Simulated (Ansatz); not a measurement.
# TiAl: the cost of one run

Program: Ansatz 0.2.0. Level of theory: DFT PBEsol, scalar-relativistic, plane waves, PAW. These are calculated values, not measurements.

## (1) The structure to begin with

It takes space group Pm-3m (No. 221, cubic). The conventional cell has a = 3.179 Å, b = 3.179 Å, c = 3.179 Å, α = 90.00°, β = 90.00°, γ = 90.00°. Around Ti (site symmetry m-3m) lie 8 Al at 2.75 Å. Al (site symmetry m-3m) is surrounded by 8 Ti at 2.75 Å.

Coordinates:

```
Ti Al
1.0
     3.17906    0.00000    0.00000
     0.00000    3.17906    0.00000
     0.00000    0.00000    3.17906
Ti Al
1 1
Cartesian
  0.0000 0.0000 0.0000
  1.5895 1.5895 1.5895
```

The structure comes from the Materials Project (structure only).

## (2) One atom moved

Against the listed cell: atom 1 (Ti) moved by 0.22 Å.

input.yaml

```yaml
crystal:
  lattice:
    - [3.179064, 0.0, 0.0]
    - [0.0, 3.179064, 0.0]
    - [0.0, 0.0, 3.179064]
  atoms:
    - { symbol: Ti, position: [0.0162060279, -0.0377815609, 0.0576112969] }
    - { symbol: Al, position: [0.5, 0.5, 0.5] }
basis:
  ecutwfc: 420
kpoints:
  mp_grid: { grid: [12, 12, 12] }
hamiltonian:
  xc: pbesol
scf:
  occupations: { method: gaussian, width: 0.1 }
output:
  forces: true
  stress: true
  eigenvalues: true
  populations: true
```

**Question.** How long does this run take on 1 thread of an Arm CPU, shared host, and how much memory does it need?

About 45 s, with a peak of 0.65 GiB.
